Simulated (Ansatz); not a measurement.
## ZrC under changes of volume

One of the cells (13.228 Å³/atom); the others are scaled copies at fixed shape and fractional positions:

```
CELL_PARAMETERS angstrom
0.00000 2.36500 2.36500
2.36500 0.00000 2.36500
2.36500 2.36500 0.00000
ATOMIC_POSITIONS crystal
Zr 0.50000 0.50000 0.50000
C 0.00000 0.00000 0.00000
```

```yaml
Program: Ansatz 0.2.0
Functional: PBE
Potentials_or_basis: Ansatz PAW
Cutoff: "420 eV (not typed: the program's choice for these potentials)"
k_mesh: 10 × 10 × 10
Occupations: fermi-dirac, width 0.05 eV
Spin: no spin polarisation
```

```tsv
volume (Å³/atom)	energy over the lowest point (meV/atom)	pressure (GPa)
12.434	21.42	11.8
12.699	?	?
12.963	0.00	1.5
13.228	1.27	-2.9
13.493	9.45	-6.9
13.757	23.92	-10.5
14.022	44.04	-13.8
```

Question: What does the run at 12.699 Å³/atom give?

Answer: Energy over the lowest point 6.45 meV/atom; pressure 6.4 GPa.

Worked out: A Birch-Murnaghan fit of order 3 (a polynomial in V^(-2/3)) to the other rows has its minimum at 13.05 Å³/atom with B0 = V·E''(V) = 222 GPa and B' = 4.1. It gives 6.43 meV/atom at 12.699 Å³/atom, against the run's 6.45, and -dE/dV = 6.4 GPa, against 6.4.

Energies are extrapolated to zero smearing.
